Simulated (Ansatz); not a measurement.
SrO: deformation potentials from a series

```yaml
crystal:
  lattice:
    - [0.00000, 2.56980, 2.56980]
    - [2.56980, 0.00000, 2.56980]
    - [2.56980, 2.56980, 0.00000]
  atoms:
    - { symbol: Sr, position: [0.00000, 0.00000, 0.00000] }
    - { symbol: O, position: [0.50000, 0.50000, 0.50000] }
```

Atoms are numbered in the order listed.

The cell is COD entry 1100027, as deposited and not checked against the literature; nothing was relaxed. It is an old determination, and later ones may differ.

Computed with Ansatz 0.2.0, DFT, PBE, all-electron LAPW, scalar-relativistic.

Sampling and basis: a Γ-centred 8×8×8 k mesh, Fermi–Dirac smearing of 0.02 eV, basis error target 0.25 meV/atom, no spin polarisation.

The cell is scaled evenly. Fractional coordinates are held (clamped ions).

Only quantities that a quadratic follows smoothly over the whole series are listed; rougher ones are left out.

```tsv
ln(V/Vcell)	direct gap at Γ (eV)	smallest gap on mesh and path (eV)
-0.0619	4.485	3.272
-0.0408	4.323	3.288
-0.0202	4.167	3.301
-0.0101	4.092	3.306
0.0000	4.019	3.311
0.0100	3.947	3.316
0.0198	3.877	3.320
0.0583	3.611	3.331
```

Task: Fit the series and give the slopes at zero strain.

Result: Least-squares fits y = p0 + p1 x + p2 x² to the rows give direct gap at Γ (eV): p1 = -7.26, p2 = 4.5; smallest gap on mesh and path (eV): p1 = 0.48, p2 = -2.5. So dEg/dln V = -7.3 eV for the direct gap at Γ, which isn't the fundamental gap here: that one has dEg/dln V = 0.5 eV. Semilocal gaps are too small, but their slopes carry over better.

Task: One run, at ln(V/Vcell) = 0.0392, is withheld. Predict its row.

Result: The fits give 3.741, 3.326; the run gave 3.741, 3.327.
